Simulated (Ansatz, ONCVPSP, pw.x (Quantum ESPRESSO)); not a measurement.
From atom to crystal: ONCV potential for copper (Cu)

- Element: Cu (Z = 29)
- Generator: ONCVPSP 4.0.1
- Type: optimised norm-conserving Vanderbilt (ONCV)
- Functional: PBE
- Relativity: scalar-relativistic
- Frozen core: [Ar]
- Valence charge: 11
- Reference configuration: 3d10 4s0.5 4p0.5
- Partial waves: 4s: rc 2.15 bohr, ncon 4, nbas 8, qcut 2.7 1/bohr, 1 projector; 4p: rc 2.65 bohr, ncon 3, nbas 7, qcut 3 1/bohr, 2 projectors, debl 2.6 Ha; 3d: rc 1.60 bohr, ncon 4, nbas 9, qcut 9.6 1/bohr, 2 projectors, debl 0.9 Ha
- Local potential: polynomial inside 1.50 bohr (lpopt 5, dvloc0 2 Ha)
- Core correction: none

Crystal test: bcc Cu in pw.x 7.5, no spin, 16³ k-points, Fermi–Dirac smearing 0.01 Ry, cutoffs 100/400 Ry. The reference is all-electron LAPW (Ansatz 0.2.0) with the same functional, mesh and smearing; V0 and B0 come from Birch–Murnaghan fits to the pressures at five volumes. Errors are pseudo minus all-electron; Δ is the rms difference of the E(V) curves that follow from these fits, minima aligned, over ±6 % about the mean V0. Mesh and smearing are coarse, so the numbers serve the comparison and aren't converged zero-temperature values; the lattice is a test structure that the element need not adopt.

```csv
V (Å³/atom),P all-electron (GPa),P pseudo (GPa)
11.418,7.97,-9.21
11.719,3.63,-21.21
12.019,-0.10,-32.13
12.319,-3.30,-40.92
12.620,-6.04,-46.68
```

All-electron: a0 = 2.885 Å (V0 = 12.01 Å³/atom), B0 = 138.4 GPa.

Pseudopotential: mean pressure error (GPa): -30.46. The pressure does not cross zero within the volumes sampled, so no fit is given. The largest radius (2.65 bohr) exceeds half the bond length (2.36 bohr), so the spheres overlap, which is one possible source of error among others. This is a poor potential for the solid. Atomic configuration tests: 2 of 4 tests not solved or not reliable.

Problem. At the middle volume, how do free energy and pressure move when the wave cutoff is lowered (ecutrho kept at four times it)?

Solution.

```csv
cutoff (Ry),shift of F (meV/atom),shift of P (GPa)
45,+41842.2,-1717.26
60,+6310.5,-517.94
80,+104.7,-20.64
```

The run at the middle volume (145 k-points, 9 iterations) took about 23 s on one core of a shared host (Intel(R) Xeon(R) Platinum 8375C CPU @ 2.90GHz, 128 threads, 992 GiB, load 69).
